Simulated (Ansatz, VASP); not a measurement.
**One calculation of C, two programs**

Contents of INCAR:

```
SYSTEM = C
ALGO = Normal
EDIFF = 1E-6
ENCUT = 520
GGA = PE
ISIF = 2
ISMEAR = 0
IVDW = 12
LASPH = .TRUE.
LCHARG = .FALSE.
LREAL = .FALSE.
LWAVE = .FALSE.
NBANDS = 16
NELM = 80
PREC = Accurate
SIGMA = 0.15
```

File KPOINTS:

```
k-points
0
G
  24 24 8
  0 0 0
```

File POSCAR:

```
C
1.0
    2.4649796655      0.0000000000      0.0000000000
   -1.2324898327      2.1347350101      0.0000000000
    0.0000000000      0.0000000000      6.7384326307
C
4
Direct
    0.0000000000      0.0000000000      0.0025000174
    0.0000000000      0.0000000000      0.5025000174
    0.3333333333      0.6666666667      0.0024999826
    0.6666666667      0.3333333333      0.5024999826
```

Input for Ansatz:

```yaml
crystal:
  lattice:
    - [2.4649796655, 0.0, 0.0]
    - [-1.2324898327, 2.1347350101, 0.0]
    - [0.0, 0.0, 6.7384326307]
  atoms:
    - { symbol: C, position: [0.0, 0.0, 0.0025000174] }
    - { symbol: C, position: [0.0, 0.0, 0.5025000174] }
    - { symbol: C, position: [0.3333333333, 0.6666666667, 0.0024999826] }
    - { symbol: C, position: [0.6666666667, 0.3333333333, 0.5024999826] }
basis:
  ecutwfc: 420
kpoints:
  mp_grid: { grid: [24, 24, 8] }
hamiltonian:
  xc: pbe
  dispersion: d3bj
scf:
  occupations: { method: gaussian, width: 0.15 }
output:
  forces: true
  stress: true
  eigenvalues: true
```

Alike in both runs: task single point; functional PBE; dispersion D3(BJ); k mesh 24 × 24 × 8; occupations gaussian, width 0.15 eV; no spin polarisation.

|  | VASP | Ansatz |
| --- | --- | --- |
| version | VASP 6.6.1 | Ansatz 0.2.0 |
| potentials or method | VASP PAW PBE potentials, release 64 (C) | scalar-relativistic, plane waves, PAW |
| plane-wave cutoff (eV) | 520 | 420 |
| valence electrons in the cell | 16 | 16 |

```tsv
	VASP	Ansatz	Ansatz less VASP
gap on the k mesh at the Fermi level (eV)	none	none	-
pressure (GPa)	0.4	0.0	-0.44
largest component of the traceless stress (GPa)	0.52	0.02	-0.500
```

A gap of «none» marks a metal or a gap that the smearing closes.
